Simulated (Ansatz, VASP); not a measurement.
# TePb: VASP beside Ansatz

```xyz
2
Lattice="0.0000 3.2310 3.2310 3.2310 0.0000 3.2310 3.2310 3.2310 0.0000" Properties=species:S:1:pos:R:3 pbc="T T T"
Te    3.2310    3.2310    3.2310
Pb    0.0000    0.0000    0.0000
```

Alike in both runs: task single point; functional PBEsol; k mesh 6 × 6 × 6; no spin polarisation.

|  | VASP | Ansatz |
| --- | --- | --- |
| version | VASP 6.6.1 | Ansatz 0.2.0 |
| potentials or method | VASP PAW PBE potentials, release 64 (Te, Pb_d) | plane waves, PAW |
| plane-wave cutoff (eV) | 520 | 420 |
| occupations | gaussian, width 0.01 eV | fixed |
| valence electrons in the cell | 20 | 30 |

```tsv
	VASP	Ansatz	Ansatz less VASP
pressure (GPa)	-0.4	-0.4	+0.02
```

The two sets of potentials don't hold the same shells in valence.

Caveats: the PAW data sets were made with another functional, which shifts forces and pressure a little (VASP). A k mesh can miss the band edges.
